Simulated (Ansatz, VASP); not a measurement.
# One calculation of AgCl (Chlorargyrite), two programs

INCAR

```
SYSTEM = AgCl
  PREC = Accurate
  ENCUT = 520
  EDIFF = 1E-6
  ISMEAR = -1
  SIGMA = 0.05
  LREAL = .False.
  LASPH = .True.
  NELM = 80
  ALGO = Normal
  ISIF = 2
  LWAVE = .False.
  LCHARG = .True.
  GGA = PE
  LELF = .True.
  LVHAR = .True.
  NBANDS = 16
```

KPOINTS

```
Automatic mesh
0
Gamma
  7 7 7
  0 0 0
```

The input POSCAR:

```
AgCl
1.0
    0.0000000000      2.7350000000      2.7350000000
    2.7350000000      0.0000000000      2.7350000000
    2.7350000000      2.7350000000      0.0000000000
Ag Cl
1 1
Direct
    0.0000000000      0.0000000000      0.0000000000
    0.5000000000      0.5000000000      0.5000000000
```

input.yaml

```yaml
crystal:
  lattice:
    - [0.0, 2.735, 2.735]
    - [2.735, 0.0, 2.735]
    - [2.735, 2.735, 0.0]
  atoms:
    - { symbol: Ag, position: [0.0, 0.0, 0.0] }
    - { symbol: Cl, position: [0.5, 0.5, 0.5] }
hamiltonian:
  xc: pbe
  pseudopotentials: { kind: paw }
kpoints:
  mp_grid: { grid: [7, 7, 7] }
scf:
  occupations: { method: fermi_dirac, width: 0.05 }
output:
  forces: true
  stress: true
  eigenvalues: true
```

Alike in both runs: task single point; functional PBE; k mesh 7 × 7 × 7; occupations fermi-dirac, width 0.05 eV; no spin polarisation.

|  | VASP | Ansatz |
| --- | --- | --- |
| version | VASP 6.6.1 | Ansatz 0.2.0 |
| potentials or method | VASP PAW PBE potentials, release 64 (Ag, Cl) | Ansatz PAW |
| plane-wave cutoff (eV) | 520 | 420 |
| valence electrons in the cell | 18 | 26 |

VASP gave:

| Item | Value |
| --- | --- |
| gap on the k mesh at the Fermi level (eV) | 0.98 |
| least direct gap on the mesh (eV) | 3.38 |
| pressure (GPa) | 3.8 |

Problem. Which values does Ansatz return?

Solution. gap on the k mesh at the Fermi level (eV): 0.99; least direct gap on the mesh (eV): 3.38; pressure (GPa): 3.9.

The two sets of potentials don't hold the same shells in valence.

Caveats: an odd mesh through Γ misses points on the zone boundary, where band edges often lie (VASP); odd divisions of the mesh miss points on the zone boundary, where band edges often lie, so the gap on the mesh can be too wide (Ansatz).
